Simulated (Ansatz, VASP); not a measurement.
**Bi in VASP and in Ansatz**

```xyz
1
Lattice="-1.9814 1.9814 1.9814 1.9814 -1.9814 1.9814 1.9814 1.9814 -1.9814" Properties=species:S:1:pos:R:3 pbc="T T T"
Bi    0.0000    0.0000    0.0000
```

This isn't the form of Bi at room conditions, which is rhombohedral.

Alike in both runs: task single point; functional LDA; k mesh 18 × 18 × 18; occupations gaussian, width 0.15 eV; no spin polarisation.

|  | VASP | Ansatz |
| --- | --- | --- |
| version | VASP 6.6.1 | Ansatz 0.2.0 |
| potentials or method | VASP PAW LDA potentials, release 64 (Bi_d) | scalar-relativistic, plane waves, PAW |
| plane-wave cutoff (eV) | 520 | 420 |
| valence electrons in the cell | 15 | 15 |

VASP gave:

| Item | Value |
| --- | --- |
| gap on the k mesh at the Fermi level (eV) | none |
| pressure (GPa) | -3.1 |

Task: Which values does Ansatz return?

Result: gap on the k mesh at the Fermi level (eV): none; pressure (GPa): -3.2.

A gap of «none» marks a metal or a gap that the smearing closes.

Caveats: spin-orbit coupling is left out, which moves the levels of the heavy elements.
